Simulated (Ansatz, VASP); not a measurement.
This is a calculation of Sn for Ansatz 0.2.0.

File input.yaml:

```yaml
crystal:
  lattice:
    - [-1.7440677641, 1.79357332, 2.29157516]
    - [1.7440677641, -1.79357332, 2.29157516]
    - [1.7440677641, 1.79357332, -2.29157516]
  atoms:
    - { symbol: Sn, position: [0.0, 0.0, 0.0] }
kpoints:
  mp_grid: { grid: [11, 11, 11] }
scf:
  occupations: { method: fermi_dirac, width: 0.05 }
hamiltonian:
  xc: pbesol
  pseudopotentials: { kind: all_electron, lapw: { basis_error: 0.001 } }
output:
  forces: true
  stress: true
  eigenvalues: true
```

Potentials or basis: all-electron LAPW, scalar-relativistic.

Command:

```console
$ ansatz run input.yaml --threads 1 --pin off --max-ram 3072MiB --backend cpu --events-out ev --progress --plain --runs-dir out
```

**Question.** Translate it to VASP 6.6.1. Potentials there: VASP PAW PBE potentials, release 64 (Sn_d).

**Answer.** As run (the cutoff follows the program's own potentials):

INCAR

```
PREC     = Accurate       # precision mode
ENCUT    = 520            # plane-wave cutoff, eV
EDIFF    = 1E-6           # SCF threshold, eV
ISMEAR   = -1             # smearing method
SIGMA    = 0.05           # smearing width, eV
LREAL    = False          # projectors in reciprocal space
LASPH    = True           # aspherical terms in the spheres
NELM     = 100            # most SCF steps
ALGO     = Fast           # electronic algorithm
ISIF     = 2              # what is computed and relaxed
LWAVE    = False          # write WAVECAR
LCHARG   = True           # write CHGCAR
GGA      = PS             # functional
LELF     = True           # ELF
LVHAR    = True         
NBANDS   = 13             # bands
```

Contents of KPOINTS:

```
Automatic mesh
0
Gamma
  11 11 11
```

The input POSCAR:

```
Sn
1.0
   -1.7440677641      1.7935733200      2.2915751600
    1.7440677641     -1.7935733200      2.2915751600
    1.7440677641      1.7935733200     -2.2915751600
Sn
1
Direct
    0.0000000000      0.0000000000      0.0000000000
```

Potentials or basis: VASP PAW PBE potentials, release 64 (Sn_d).

Command:

```console
$ cat potpaw_PBE.64/Sn_d/POTCAR > POTCAR
$ mpirun -np 1 vasp_std > vasp.out
```

Both were run:

|  | VASP | Ansatz | Ansatz less VASP |
| --- | --- | --- | --- |
| gap on the k mesh at the Fermi level (eV) | none | none | - |
| pressure (GPa) | -3.6 | -3.7 | -0.01 |
| largest component of the traceless stress (GPa) | 0.79 | 0.78 | -0.002 |

A gap of «none» marks a metal or a gap that the smearing closes. Ansatz ran all-electron here, so the differences hold the error of VASP's frozen core and of both bases.

Caveats: the PAW data sets were made with another functional, which shifts forces and pressure a little (VASP).
